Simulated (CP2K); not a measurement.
Crystal: WS2 (Tungstenite).

```
CELL_PARAMETERS angstrom
3.18000 0.00000 0.00000
-1.59000 2.75396 0.00000
0.00000 0.00000 12.50000
ATOMIC_POSITIONS crystal
W 0.66667 0.33333 0.75000
W 0.33333 0.66667 0.25000
S 0.66667 0.33333 0.37500
S 0.33333 0.66667 0.87500
S 0.66667 0.33333 0.12500
S 0.33333 0.66667 0.62500
```

Base run:

| Property | Result |
| --- | --- |
| Program | CP2K 2026.2 |
| Functional | PBEsol |
| Dispersion | rVV10 |
| Potentials or basis | POTENTIAL_UZH W GTH-PBE-q14, S GTH-PBE-q6; DZVP-MOLOPT-PBE-GTH basis |
| Density cutoff | 6123 eV |
| k mesh | 10 × 10 × 3 |
| Occupations | fermi-dirac, width 0.05 eV |
| Spin | no spin polarisation |

Its results: band gap on the k mesh 1.07 eV, indirect (least direct gap 2.11 eV); pressure -2.3 GPa; largest force 0.010 eV/Å.

**Question.** After a change of settings the same cell gave: band gap on the k mesh 1.08 eV, indirect (least direct gap 2.11 eV); pressure -5.3 GPa; largest force 0.014 eV/Å. Which change was it?
A. dispersion from rVV10 to D4
B. dispersion from rVV10 to none
C. dispersion from rVV10 to D3
D. dispersion from rVV10 to D3(BJ)

**Answer.** D.

Caveats: the potentials were made for another functional, which shifts forces and pressure; spin-orbit coupling is left out, which moves the levels of the heavy elements; an odd mesh through Γ misses points on the zone boundary, where band edges often lie; the basis of atomic orbitals isn't converged, which shifts pressures, moduli and gaps.

Not every run made on this cell is shown here.
